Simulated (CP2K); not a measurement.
Runs of CP2K 2026.2 on FeO (Wuestite). The structure is trigonal, space group R-3m (No. 166). The conventional cell has a = 3.038 Å, b = 3.038 Å, c = 7.559 Å, α = 90.00°, β = 90.00°, γ = 120.00°. Fe (site symmetry -3m) is surrounded by 6 O at 2.16 Å. O (site symmetry -3m) is surrounded by 6 Fe at 2.16 Å. 

```csv
task,level,potentials or basis,smearing,EPS_DEFAULT,MIXING METHOD,MIXING ALPHA,NBUFFER,NGRIDS,gap on the mesh (eV),pressure (GPa),moment (μB)
band structure,PBEsol,"POTENTIAL_UZH Fe GTH-PBE-q16, O GTH-PBE-q6; TZVP-MOLOPT-PBE-GTH basis",fermi-dirac 0.05 eV,1.0E-9,PULAY_MIXING,0.4,6,5,none,-8.5,4.00
single point,PBEsol,"POTENTIAL_UZH Fe GTH-PBE-q16, O GTH-PBE-q6; TZVP-MOLOPT-PBE-GTH basis",fermi-dirac 0.05 eV,1.0E-10,PULAY_MIXING,0.4,6,5,none,-8.5,4.00
band structure,LDA,"GTH_POTENTIALS Fe GTH-PADE-q16, O GTH-PADE-q6; TZVP-MOLOPT-PBE-GTH basis",fermi-dirac 0.1 eV,1.0E-10,PULAY_MIXING,0.4,6,5,none,(a),4.00
single point,PBE,"POTENTIAL_UZH Fe GTH-PBE-q16, O GTH-PBE-q6; TZVP-MOLOPT-PBE-GTH basis",fermi-dirac 0.05 eV,1.0E-10,BROYDEN_MIXING,0.2,10,5,none,-0.7,4.00
```

Alike in all rows: spin collinear, ferromagnetic start; cell as given; k mesh 11 × 11 × 11.

Task: Fill in the values left out.

Result: (a) -15.9.

Caveats: the basis of atomic orbitals isn't converged, which shifts pressures, moduli and gaps; a cell with one magnetic atom can't hold antiferromagnetic order, which such compounds often take; semilocal functionals often make such compounds metallic where correlation or magnetic order opens a gap, which also shifts bond lengths; the potentials were made for another functional, which shifts forces and pressure (some runs); so large a pressure means that the cell lies far from this level's equilibrium, or that cutoff or potentials fall short (some runs).

A k mesh can miss the band edges.

A gap of «none» marks a metal or a gap under the smearing width.

Not every run made on this cell is shown here.
